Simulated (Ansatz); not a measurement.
# Twisted blue phosphorene bilayer, 87.80° (52 atoms): taking the cell apart

Aim: the interaction energy between the two parts of twisted blue phosphorene bilayer, 87.80° (52 atoms) and its distance dependence.

Method: Kohn-Sham DFT, PBE+D3(BJ), PAW (set soft_2), plane waves, in Ansatz 0.2.0.

**1. Starting point**

The cell holds 52 atoms: 52 P. Its edges and angles: a = 11.826 Å, b = 11.826 Å, c = 17.960 Å, α = 90.0°, β = 90.0°, γ = 120.0°. It derives from P (blue phosphorene). Blue phosphorene (a = 3.28 Å) under blue phosphorene (a = 3.28 Å), bilayer, commensurate cell of 13 unit cells a layer, twist 87.80 deg; facing planes 3.48 Å apart; 12 Å of vacuum; layers as built, displaced by a Gaussian of 0.01 Å. Regions: layer 1, 26 atoms (26 P); layer 2, 26 atoms (26 P). Vacuum lies along c.

**2. Single point at the start**

The forces at the start show how far the geometry lies from a minimum of this functional.

Input file input.yaml:

```yaml
crystal:
  lattice:
    - [11.8262, 0.0, 0.0]
    - [-5.9131, 10.24179, 0.0]
    - [0.0, 0.0, 17.96]
  atoms:
    - { symbol: P, position: [0.1282, 0.17879, 0.40273] }
    - { symbol: P, position: [0.1777, 0.05066, 0.33442] }
    - { symbol: P, position: [0.20339, 0.48531, 0.40186] }
    - { symbol: P, position: [0.25737, 0.35906, 0.33379] }
    - { symbol: P, position: [0.28339, 0.79625, 0.40364] }
    - { symbol: P, position: [0.33328, 0.66571, 0.33325] }
    - { symbol: P, position: [0.36018, 0.10191, 0.40239] }
    - { symbol: P, position: [0.41078, 0.97433, 0.33421] }
    - { symbol: P, position: [0.43723, 0.41127, 0.40327] }
    - { symbol: P, position: [0.48865, 0.28275, 0.33397] }
    - { symbol: P, position: [0.51197, 0.71702, 0.40284] }
    - { symbol: P, position: [0.56441, 0.59031, 0.33354] }
    - { symbol: P, position: [0.59045, 0.0273, 0.40198] }
    - { symbol: P, position: [0.64048, 0.89594, 0.3339] }
    - { symbol: P, position: [0.66647, 0.33379, 0.40273] }
    - { symbol: P, position: [0.71935, 0.20529, 0.33429] }
    - { symbol: P, position: [0.74396, 0.64088, 0.40311] }
    - { symbol: P, position: [0.79505, 0.51272, 0.33472] }
    - { symbol: P, position: [0.822, 0.95048, 0.40323] }
    - { symbol: P, position: [0.87076, 0.82008, 0.33336] }
    - { symbol: P, position: [0.89701, 0.25591, 0.40267] }
    - { symbol: P, position: [0.94974, 0.12906, 0.33239] }
    - { symbol: P, position: [0.97396, 0.56327, 0.40408] }
    - { symbol: P, position: [0.02584, 0.4366, 0.33404] }
    - { symbol: P, position: [0.05097, 0.87252, 0.40279] }
    - { symbol: P, position: [0.10235, 0.74383, 0.33359] }
    - { symbol: P, position: [0.25539, 0.89714, 0.66517] }
    - { symbol: P, position: [0.20537, 0.71825, 0.59726] }
    - { symbol: P, position: [0.33307, 0.66698, 0.66614] }
    - { symbol: P, position: [0.28106, 0.4863, 0.59698] }
    - { symbol: P, position: [0.56338, 0.9749, 0.66567] }
    - { symbol: P, position: [0.51235, 0.79428, 0.59718] }
    - { symbol: P, position: [0.17974, 0.12775, 0.66585] }
    - { symbol: P, position: [0.12993, 0.94964, 0.59684] }
    - { symbol: P, position: [0.41035, 0.43584, 0.66607] }
    - { symbol: P, position: [0.35903, 0.25757, 0.59635] }
    - { symbol: P, position: [0.64046, 0.7446, 0.66551] }
    - { symbol: P, position: [0.58965, 0.56466, 0.59725] }
    - { symbol: P, position: [0.87027, 0.05063, 0.66625] }
    - { symbol: P, position: [0.82113, 0.87196, 0.59636] }
    - { symbol: P, position: [0.48713, 0.2048, 0.66697] }
    - { symbol: P, position: [0.43643, 0.02527, 0.59606] }
    - { symbol: P, position: [0.7171, 0.51298, 0.66677] }
    - { symbol: P, position: [0.6657, 0.33348, 0.59737] }
    - { symbol: P, position: [0.94969, 0.82094, 0.66598] }
    - { symbol: P, position: [0.89665, 0.63851, 0.59623] }
    - { symbol: P, position: [0.79566, 0.28267, 0.66573] }
    - { symbol: P, position: [0.74365, 0.10278, 0.59798] }
    - { symbol: P, position: [0.02669, 0.59098, 0.66496] }
    - { symbol: P, position: [0.97387, 0.4102, 0.59704] }
    - { symbol: P, position: [0.10214, 0.3598, 0.66577] }
    - { symbol: P, position: [0.05225, 0.17991, 0.59704] }
kpoints:
  mp_grid: { grid: [3, 3, 1] }
hamiltonian:
  xc: pbe
  dispersion: d3bj
scf:
  occupations: { method: fixed }
output:
  forces: true
```

Launch:

```bash
$ ansatz run input.yaml --threads 4 --pin off --max-ram 15872MiB --backend cpu --events-out ev --progress --plain --runs-dir out
```

Numbers of over 12 decimals in the logs are rounded to 6 here.

Log:

```text
[...]
Pseudopotentials: kind: paw
Pseudopotential: P, paw, valence charge 5, recommended cutoff 420 eV (normal), P.paw.azcp
[... 5 lines on functional and potentials left out ...]
Crystal: 52 atoms, lattice volume = 2175.341 Å³
Basis set: ecut = 420 eV, 42517 PW (Γ), exchange–correlation on 160×160×250 points (8 copies of the dense FFT grid, shifted against one another)
Bands: 182, of which v1, the nominal top of the filled ones, is band 130 counted from 1 (129 counted from 0)
Symmetry: 1 space group operations
Space group: P1 (ITA 1), of the structure as read, at distance tolerance 1.3e-4 Å
k-points: 5 of 9 (time reversal used)
[... 3 lines on functional and potentials left out ...]
Initial density: superposition of atomic densities (neutral atoms: chi_scale 0, normalization atom), corrected by the library's trained network
Initial wavefunctions: pseudopotential atomic-orbital guess
[...]
SCF iter   1: F=—  HF=-39307.134789 eV  |F-HF|=—  |Δ(HF+E_count)|=         —  Δρ=1.83e-3  dr2=3.72e-1  ethr=1.77e-3  ⟨swp⟩=7.2  Hψ=3780  notcnv=0  defer=239
preconditioner: auto → Resta (q_TF=auto, 1.915 Å⁻¹)  ε∞=3.1  [insulator: Δε(μ)=1.376 eV  Ē_g=8.851 eV  n_scr=262 (ndim 8)  ℏωp=12.8 eV  f_vac=0.448  ε∞_Penn≈3.1  vacuum switching on, ρ_ref=5.7e-3 e/Å³]
SCF iter   2: F=—  HF=-39307.098813 eV  |F-HF|=—  |Δ(HF+E_count)|=   3.60e-2  Δρ=1.29e-3  dr2=8.11e-2  ethr=1.43e-4  ⟨swp⟩=2.8  Hψ=1554  notcnv=0  defer=249
SCF iter   3: F=—  HF=-39307.090236 eV  |F-HF|=—  |Δ(HF+E_count)|=   8.58e-3  Δρ=5.97e-4  dr2=1.76e-2  ethr=3.12e-5  ⟨swp⟩=2.2  Hψ=1120  notcnv=0  defer=170
automatic band count: iteration 3 solves 166 bands in place of 182: the levels show a gap, and the empty bands left out lie too high to hold charge; the band table lists the bands solved (type scf.n_extra_bands for more)
SCF iter   4: F=—  HF=-39307.089647 eV  |F-HF|=—  |Δ(HF+E_count)|=   5.89e-4  Δρ=2.17e-4  dr2=1.93e-3  ethr=6.77e-6  ⟨swp⟩=2.4  Hψ=1153  notcnv=0  defer=170
SCF iter   5: F=—  HF=-39307.089987 eV  |F-HF|=—  |Δ(HF+E_count)|=   3.40e-4  Δρ=5.58e-5  dr2=2.35e-4  ethr=7.41e-7  ⟨swp⟩=2.2  Hψ=1377  notcnv=0  defer=170
SCF iter   6: F=—  HF=-39307.090001 eV  |F-HF|=—  |Δ(HF+E_count)|=   1.41e-5  Δρ=1.80e-5  dr2=3.44e-5  ethr=9.04e-8  ⟨swp⟩=3.4  Hψ=1502  notcnv=0  defer=166
SCF iter   7: F=—  HF=-39307.089927 eV  |F-HF|=—  |Δ(HF+E_count)|=   7.39e-5  Δρ=5.03e-6  dr2=1.04e-6  ethr=1.32e-8  ⟨swp⟩=2.0  Hψ=1110  notcnv=0  defer=162
SCF iter   8: F=—  HF=-39307.089928 eV  |F-HF|=—  |Δ(HF+E_count)|=   2.39e-7  Δρ=2.11e-6  dr2=2.27e-7  ethr=4.01e-10  ⟨swp⟩=2.2  Hψ=1273  notcnv=0  defer=162
SCF iter   9: F=-39307.089928 eV  HF=-39307.089928 eV  |F-HF|=1.81e-8  |Δ(HF+E_count)|=   7.32e-8  Δρ=7.35e-7  dr2=3.31e-8  ethr=3.85e-11  ⟨swp⟩=5.0  Hψ=3138  notcnv=0
SCF 1 converged in 9 iterations: F = -39307.089928 eV  dr2 = 3.31e-8
[...]
SCF converged after 9 iterations
Free energy (F): -39307.089928 eV
Harris-Foulkes:  -39307.089928 eV  (|F-HF|=1.81e-8)
Internal energy: -39307.089928 eV  (E = F + TS)
E sigma→0 (E₀):  -39307.089928 eV
Fermi energy:    0.012498 eV
--- Per-component energies (eV) ---
[...]
Σ components = -39307.089928   (vs F -39307.089928, Δ=0.00e0)
--- Forces (eV/Å), atoms counted from 1 ---
  atom   1  P     -0.08209134     0.13773430    -0.02793606
  atom   2  P      0.28281115     0.05375666    -0.14673348
  atom   3  P      0.09249080     0.16377934     0.14010599
  atom   4  P      0.04726425    -0.09929951     0.02873931
[...]
atom  52  P     -0.22584729    -0.09312708     0.13295310
  max |Σ_I F_I| component: 1.71e-5 eV/Å
```

It took 55 s on 4 threads of Arm Neoverse V1, shared host; peak memory 5.9 GiB; 3.6 min of CPU time.

The column dr2 measures how far the density is from self-consistency, as an energy; F and HF (Harris–Foulkes) agree once it is small.

The r.m.s. force at the start is 0.13 eV/Å.

**3. Relaxation**

The atoms are relaxed in the fixed cell, aiming at the force tolerance of the input.

Input file input.yaml:

```yaml
crystal:
  lattice:
    - [11.8262, 0.0, 0.0]
    - [-5.9131, 10.24179, 0.0]
    - [0.0, 0.0, 17.96]
  atoms:
    [... the 52 atom lines of step 2 ...]
kpoints:
  mp_grid: { grid: [3, 3, 1] }
hamiltonian:
  xc: pbe
  dispersion: d3bj
scf:
  occupations: { method: fixed }
output:
  forces: true
relax:
  f_tol: 0.05
  max_steps: 120
```

Log:

```text
[...]
Crystal: 52 atoms, lattice volume = 2175.341 Å³
Basis set: ecut = 420 eV, 42517 PW (Γ), exchange–correlation on 160×160×250 points (8 copies of the dense FFT grid, shifted against one another)
Bands: 182, of which v1, the nominal top of the filled ones, is band 130 counted from 1 (129 counted from 0)
Symmetry: 1 space group operations
[...]
k-points: 5 of 9 (time reversal used)
[...]
SCF iter   1: F=—  HF=-39307.134789 eV  |F-HF|=—  |Δ(HF+E_count)|=         —  Δρ=1.83e-3  dr2=3.72e-1  ethr=1.77e-3  ⟨swp⟩=7.2  Hψ=3780  notcnv=0  defer=239
[...]
SCF iter   6: F=-39307.089904 eV  HF=-39307.089928 eV  |F-HF|=2.40e-5  |Δ(HF+E_count)|=   1.52e-5  Δρ=1.80e-5  dr2=3.38e-5  ethr=2.40e-8  ⟨swp⟩=3.2  Hψ=3680  notcnv=0
SCF 1 converged in 6 iterations: F = -39307.089904 eV  dr2 = 3.38e-5
[...]
relax step   1: F+E_penalty+E_count = -39307.08990425 eV  Δ(F+E_penalty+E_count) = +0.000e0 eV  max|allowed force component| = 3.173e-1 eV/Å  Δτ_max = 0.0000 Å  (6 SCF iters, dr2 threshold 6.25e-5 eV, accepted)
[...]
relax step   2: F+E_penalty+E_count = -39307.15545394 eV  Δ(F+E_penalty+E_count) = -6.555e-2 eV  max|allowed force component| = 1.295e-1 eV/Å  Δτ_max = 0.0646 Å  (6 SCF iters, dr2 threshold 6.29e-6 eV, accepted)
[...]
relax step   3: F+E_penalty+E_count = -39307.17580696 eV  Δ(F+E_penalty+E_count) = -2.035e-2 eV  max|allowed force component| = 1.019e-2 eV/Å  Δτ_max = 0.0370 Å  (8 SCF iters, accepted)
SCF converged after 8 iterations
Free energy (F): -39307.175807 eV
[...]
Internal energy: -39307.175807 eV  (E = F + TS)
E sigma→0 (E₀):  -39307.175807 eV
Fermi energy:    -0.010893 eV
[...]
--- Forces (eV/Å), atoms counted from 1 ---
  atom   1  P      0.00180225     0.00325125     0.00583309
  atom   2  P      0.00383954    -0.00367882     0.00559651
  atom   3  P     -0.00102370     0.00294553     0.00293684
  atom   4  P     -0.00050678    -0.00168383     0.00086976
  atom   5  P      0.00183280    -0.00145521    -0.00101633
  atom   6  P     -0.00327416     0.00161210     0.00301540
  atom   7  P     -0.00040525    -0.00099156    -0.00169984
  atom   8  P     -0.00166680    -0.00092840     0.00703998
  atom   9  P     -0.00222906     0.00268932     0.01018703
  atom  10  P      0.00411238    -0.00184354    -0.00218013
  atom  11  P     -0.00030558    -0.00189582     0.00329432
  atom  12  P     -0.00106491     0.00230243     0.00112348
  atom  13  P      0.00274110    -0.00027795     0.00656154
  atom  14  P      0.00301112     0.00008605     0.00183579
[...]
atom  51  P      0.00140390    -0.00043189     0.00026255
  atom  52  P     -0.00474138     0.00006157    -0.00239142
  max |Σ_I F_I| component: 7.84e-7 eV/Å
--- Relaxed structure (3 steps of the walk, 3 accepted, 0 SCFs on fresh bases) ---
  F+E_penalty+E_count = -39307.17580696 eV   max|allowed force component| = 1.019e-2 eV/Å
  atoms:
    - { symbol: P, position: [0.129243, 0.179288, 0.401632] }
    - { symbol: P, position: [0.180072, 0.050853, 0.332664] }
    - { symbol: P, position: [0.203610, 0.487044, 0.402066] }
    - { symbol: P, position: [0.257567, 0.360118, 0.333672] }
[...]
- { symbol: P, position: [0.049824, 0.178796, 0.598072] }
```

It took 2.2 min on 4 threads; peak memory 5.9 GiB; 8.9 min of CPU time.

The relaxation converged after 3 steps, 0.0859 eV below its start, with a largest force component of 0.010 eV/Å.

[end of part 1 of 3]

[Logs are printed without paths, hosts, clocks, repeated set-up lines and the standing remarks that a program may print on its own settings, such as how far it seeks lower states.]

[Hosts, paths, dates, database ids (printed as entryN), source tags and the programs' standing remarks are cut or masked in the printed files.]
